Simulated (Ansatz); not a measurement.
BeSe in the zincblende structure, relaxed with r2SCAN in the plane-wave code Ansatz: it is cubic, F-43m (No. 216); a = 5.162 Å in the conventional setting, 17.19 Å³ an atom. Be is surrounded by 4 Se at 2.24 Å; Se is surrounded by 4 Be at 2.24 Å. The primitive cell holds 2 atoms in 34.39 Å³. Non-magnetic throughout; all numbers are computed.

Computed values: Without spin-orbit coupling PBE's valence top is a threefold level at Γ and the gap is 2.656 eV; with it the level splits into four states above two, Δ₀ = 0.438 eV apart. HSE06 (6×6×6) gives a least gap of 3.49 eV and a least direct gap of 5.38 eV. r2SCAN's ε∞ is 5.57.

Problem. What is the density?

Solution. The cell holds 1 Be, 1 Se: M = 1×9.012 + 1×78.971 = 87.98 u in V = 34.39 Å³. ρ = 1.66054 × M/V = 1.66054 × 87.98/34.39 = 4.248 g/cm³, for the static r2SCAN lattice.

Problem. If the centre of gravity stays and the conduction band doesn't move, what gap follows with spin-orbit coupling?

Solution. The fourfold level rises by Δ₀/3 = 0.146 eV and the twofold one falls by 2Δ₀/3, so E_g ≈ 2.656 − 0.146 = 2.510 eV. The PBE+SOC run gives 2.513 eV, +0.003 eV from the estimate.

Problem. At what wavelength does absorption set in by HSE06, excitons left aside?

Solution. λ = 1239.84 eV nm/E: 355 nm for the least gap, where it needs phonons and is weak, and 230 nm for direct transitions. That lies in the ultraviolet, so by this gap the crystal is transparent to visible light.

Problem. What refractive index and reflectivity at normal incidence follow, below the gap and above the phonons?

Solution. n = √5.57 = 2.360; R = ((n − 1)/(n + 1))² = (1.360/3.360)² = 16.4 % a face.

Only the levels marked +SOC include spin-orbit coupling.

The meshes of the hybrids are coarse, so their gaps aren't converged to the digits shown.
